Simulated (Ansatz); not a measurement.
Runs of Ansatz 0.2.0 on SnTe. It takes space group Pm-3m (No. 221, cubic). Conventional cell: a = 3.905 Å, b = 3.905 Å, c = 3.905 Å, α = 90.00°, β = 90.00°, γ = 90.00°. Te (site symmetry m-3m) is surrounded by 8 Sn at 3.38 Å. Around Sn (site symmetry m-3m) lie 8 Te at 3.38 Å. Measurements of this composition are mostly on another form, of space group No. 225.

| task | level | spin | cell | k mesh | smearing | points for each segment of the path | gap on the mesh (eV) | pressure (GPa) | relaxed volume (Å³/atom) |
| --- | --- | --- | --- | --- | --- | --- | --- | --- | --- |
| single point | PBE | off | as given | 7 × 7 × 7 | gaussian 0.028 eV | - | none | -1.1 | - |
| single point | PBE | off | as given | 7 × 7 × 7 | gaussian 0.027 eV | - | none | -1.1 | - |
| relaxation of cell and atoms | PBE | off | relaxed | 7 × 7 × 7 | fermi-dirac 0.05 eV | - | none | 0.0 | (a) |
| relaxation of cell and atoms | PBE+D4 | off | relaxed | 7 × 7 × 7 | fermi-dirac 0.05 eV | - | none | 0.0 | 27.34 |
| band structure | PBE | SOC, no magnetisation | as given | 5 × 5 × 5 | fermi-dirac 0.05 eV | 14 | none | -0.4 | - |

Alike in all rows: potentials or basis Ansatz PAW; cutoff (eV) 420.

**Question.** Fill in the values left out.

**Answer.** (a) 28.88.

Caveats: the plane-wave basis is chosen anew once the cell has moved, so the energies of steps on either side of that aren't comparable (some runs); pairwise dispersion overbinds metals, which lowers pressure and volume (some runs).

A k mesh can miss the band edges, and rows without SOC leave out spin-orbit coupling on Sn, Te.

A gap of «none» marks a metal or a gap under the smearing width.
